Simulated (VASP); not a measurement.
# AlN: G0W0 on PBE, by volume over the given one and cell

AlN, P6_3mc (no. 186), 4 atoms in the cell. PBE, GW; PAW potentials Al_GW, N_GW (PBE set).

| Volume over the given one | Cell | Quasiparticle gap on the mesh (eV) | Gap of the starting point on the mesh (eV) | Quasiparticle gap at the zone centre (eV) | Starting gap at the zone centre (eV) | Correction of the gap between the band edges on the mesh (eV) | Time (s) |
|---|---|---|---|---|---|---|---|
| 0.94 | scale = 0.94 | 6.37 | 4.76 | 6.40 | 4.76 | 1.61 | 18 |
| 0.97 | scale = 0.97 | 6.08 | 4.47 | 6.08 | 4.47 | 1.60 | 19 |
| 1 | as given | 5.76 | 4.20 | 5.76 | 4.20 | 1.56 | 21 |
| 1.03 | scale = 1.03 | 5.46 | 3.94 | 5.46 | 3.94 | 1.51 | 22 |

Limits: the mesh is coarse: neither the gap nor the screening is converged.

## Input of the first row

INCAR.step1:
```
ALGO = Normal
EDIFF = 1E-8
ENCUT = 500
GGA = PE
ISMEAR = 0
KPAR = 2
LASPH = True
LCHARG = False
LREAL = False
LWAVE = True
NELM = 150
PREC = Accurate
SIGMA = 0.05
```

INCAR.step2, as INCAR.step1 but for:
```
- ALGO = Normal
- NELM = 150
+ ALGO = Exact
+ ISTART = 1
+ LOPTICS = True
+ NBANDS = 188
+ NELM = 1
```

INCAR.step3:
```
ALGO = EVGW0
ENCUT = 500
ENCUTGW = 160
GGA = PE
ISMEAR = 0
ISTART = 1
KPAR = 2
LASPH = True
LCHARG = False
LREAL = False
LWAVE = False
NBANDS = 188
NBANDSGW = 12
NELMGW = 1
NOMEGA = 48
PREC = Accurate
PRECFOCK = Fast
SIGMA = 0.05
```

KPOINTS:
```
k-points
0
Gamma
  3 3 2
```

POSCAR:
```
AlN
1.0
    3.0494515564      0.0000000000      0.0000000000
   -1.5247257782      2.6409025155      0.0000000000
    0.0000000000      0.0000000000      4.8793184075
Al N
2 2
Direct
    0.6666666667      0.3333333333      0.5000000000
    0.3333333333      0.6666666667      0.0000000000
    0.6666666667      0.3333333333      0.8800000000
    0.3333333333      0.6666666667      0.3800000000
```

Commands (each step's output is kept before the next begins):
```
cat potpaw_PBE.64/Al_GW/POTCAR potpaw_PBE.64/N_GW/POTCAR > POTCAR
cp INCAR.step1 INCAR
mpirun -np 4 vasp_std > vasp.out
cp INCAR.step2 INCAR
mpirun -np 4 vasp_std > vasp.out
cp INCAR.step3 INCAR
mpirun -np 4 vasp_std > vasp.out
```

VASP 6.6.1 took 18 s on 4 cores (Intel Xeon Platinum 8488C (Sapphire Rapids)), a shared host.
